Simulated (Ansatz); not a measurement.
**GaP (F-43m): the equilibrium volume**

Aim: the volume at which the pressure of GaP (F-43m) vanishes.

Computed with Ansatz 0.2.0 (DFT PBE, scalar-relativistic, plane waves, PAW, unless a step's input says otherwise).

3 further runs of the same task are left out: 3 set aside as unsound or not needed.

## Step 1: Starting point

It takes space group F-43m (No. 216, cubic). Conventional cell: a = 5.452 Å, b = 5.452 Å, c = 5.452 Å, α = 90.00°, β = 90.00°, γ = 90.00°. Around Ga (site symmetry -43m) lie 4 P at 2.36 Å. P (site symmetry -43m) has 4 Ga at 2.36 Å as nearest neighbours.

Structure file:

```xyz
2
Lattice="0.0000 2.7258 2.7258 2.7258 0.0000 2.7258 2.7258 2.7258 0.0000" Properties=species:S:1:pos:R:3 pbc="T T T"
Ga    0.0000    0.0000    0.0000
P     1.3629    1.3629    1.3629
```

## Step 2: The first run (PBE, 6×6×6 mesh)

File input.yaml:

```yaml
crystal:
  lattice:
    - [0.0, 2.7258124945, 2.7258124945]
    - [2.7258124945, 0.0, 2.7258124945]
    - [2.7258124945, 2.7258124945, 0.0]
  atoms:
    - { symbol: Ga, position: [0.0, 0.0, 0.0] }
    - { symbol: P, position: [0.25, 0.25, 0.25] }
basis:
  ecutwfc: 420
kpoints:
  mp_grid: { grid: [6, 6, 6] }
hamiltonian:
  xc: pbe
scf:
  occupations: { method: gaussian, width: 0.1 }
output:
  forces: true
  stress: true
  eigenvalues: true
```

Command:

```console
$ ansatz run input.yaml --threads 8 --pin off --max-ram 14336MiB --backend cpu --events-out ev --progress --plain --runs-dir out
```

The runs that follow: Full relaxation.

Before running it: what results should come out? Wanted: volume; pressure; conventional cell; gap on the mesh.

The runs gave:

```
         quantity                                                                      value
           volume                                                             20.855 Å³/atom
         pressure                                                                   0.04 GPa
conventional cell  a = 5.505 Å, b = 5.505 Å, c = 5.505 Å, α = 90.00°, β = 90.00°, γ = 90.00°
  gap on the mesh                                                                    1.58 eV
```

In words: From the first run shown, the volume went from 20.25 to 20.85 Å³/atom (+3.0 %) in 2 runs, where the pressure is zero within 0.04 GPa.

These are semilocal Kohn-Sham gaps, which aren't the measured quantity. Such gaps usually fall short of the measured ones.
